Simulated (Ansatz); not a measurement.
Band structure of La2O3

```
La O
1.0
     3.93000    0.00000    0.00000
    -1.96500    3.40348    0.00000
     0.00000    0.00000    6.12000
La O
2 3
Direct
  0.33333 0.66667 0.25000
  0.66667 0.33333 0.75000
  0.25000 0.25000 0.00000
  0.75000 0.00000 0.00000
  0.00000 0.75000 0.00000
```

Atoms are numbered in the order listed.

The conventional cell has a = 3.930 Å, b = 3.930 Å, c = 6.120 Å, α = 90.00°, β = 90.00°, γ = 120.00°. La (atom 1) has 3 O at 2.14 Å as nearest neighbours. O (atom 3) is surrounded by 2 O at 1.70 Å.

The geometry is COD entry 1010278, unchecked; take it as a test cell. It is an old determination, and later ones may differ.

No spin–orbit coupling, which matters for the heavy atoms here.

Level of theory: Ansatz 0.2.0, DFT, PBEsol, all-electron LAPW, scalar-relativistic.

Settings: a Γ-centred 6×6×4 k mesh, Fermi–Dirac smearing of 0.02 eV, basis error target 1 meV/atom, no spin polarisation; the mesh is coarse along some axis.

Points in fractions of the reciprocal vectors of this cell: Γ (0, 0, 0), M (0.5, 0, 0), K (0.333, 0.333, 0), A (0, 0, 0.5), L (0.5, 0, 0.5), H (0.333, 0.333, 0.5). The path joins them by straight lines in the order Γ–M–K–Γ–A–L–H–A–L; legs that retrace an earlier one aren't tabulated. Energies are in eV from the Fermi level.

Question: List the levels at M between -14 and 2.5 eV.

Answer: -13.99, -13.29, -7.93, -6.64, -6.54, -5.82, -3.63, -3.37, -1.82, -1.07, -0.67, -0.04, 0.94, 1.15, 2.27, 2.29.

Question: List the levels at Γ between -14 and 2.5 eV.

Answer: -7.57, -7.04 (×2), -6.96, -4.33 (×2), -2.19, -1.36, 0.78, 0.91 (×2), 1.75 (×2), 2.37 (×2), 2.43.

Question: List the levels at H between -14 and 2.5 eV.

Answer: -13.85 (×2), -7.75, -6.47, -6.38 (×2), -3.38 (×2), -1.51, -0.88 (×2), 0.14, 1.12 (×2), 2.46 (×2).

Question: What is the band gap?

Answer: none: bands cross the Fermi level, a metal.
